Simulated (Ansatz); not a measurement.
# CaSe: one input, then a changed one

The cell is COD entry 1010880, as deposited and not checked against the literature; nothing was relaxed. It is an old determination, and later ones may differ. The listed cell was then made from it by scaling, straining or moving an atom.

First run: DFT, PBE, PAW with Ansatz's default frozen-core files, scalar-relativistic (Ansatz 0.2.0).

Command: `ansatz run input.yaml --threads 1 --pin off --max-ram 2048MiB --backend cpu --events-out ev --progress --plain --runs-dir out` The run took 2.7 s on 1 thread of Arm Neoverse V1 (shared host).

```yaml
crystal:
  lattice:
    - [0.0, 2.9311584894, 2.9311584894]
    - [2.9311584894, 0.0, 2.9311584894]
    - [2.9311584894, 2.9311584894, 0.0]
  atoms:
    - { symbol: Ca, position: [0.0, 0.0, 0.0] }
    - { symbol: Se, position: [0.5, 0.5, 0.5] }
kpoints:
  mp_grid: { grid: [7, 7, 7] }
scf:
  occupations: { method: fermi_dirac, width: 0.02 }
hamiltonian:
  xc: pbe
  pseudopotentials: { kind: paw }
output:
  forces: true
  stress: true
  eigenvalues: true
  efg: { contact_densities: true }
```

Result: converged; pressure 2.57 GPa; gap on the k mesh 2.03 eV (the mesh can miss the band edges); 6 SCF iterations.

The input is then changed:

```diff
@@ -8,10 +8,12 @@
     - { symbol: Se, position: [0.5, 0.5, 0.5] }
 kpoints:
-  mp_grid: { grid: [7, 7, 7] }
+  mp_grid: { grid: [5, 5, 5] }
 scf:
   occupations: { method: fermi_dirac, width: 0.02 }
+  eigensolver: { kind: davidson }
 hamiltonian:
   xc: pbe
   pseudopotentials: { kind: paw }
+  dispersion: d3bjatm
 output:
   forces: true
@@ -19,3 +21,9 @@
   eigenvalues: true
   efg: { contact_densities: true }
+  write_density: true
+  write_potential: true
+  elf: true
+  volumetric_format: npy
+basis:
+  precision: f64
```

What does the second run give?

It converged; pressure 0.46 GPa; gap on the k mesh 2.09 eV (the mesh can miss the band edges); 6 SCF iterations. Some of these settings are too coarse for converged properties.
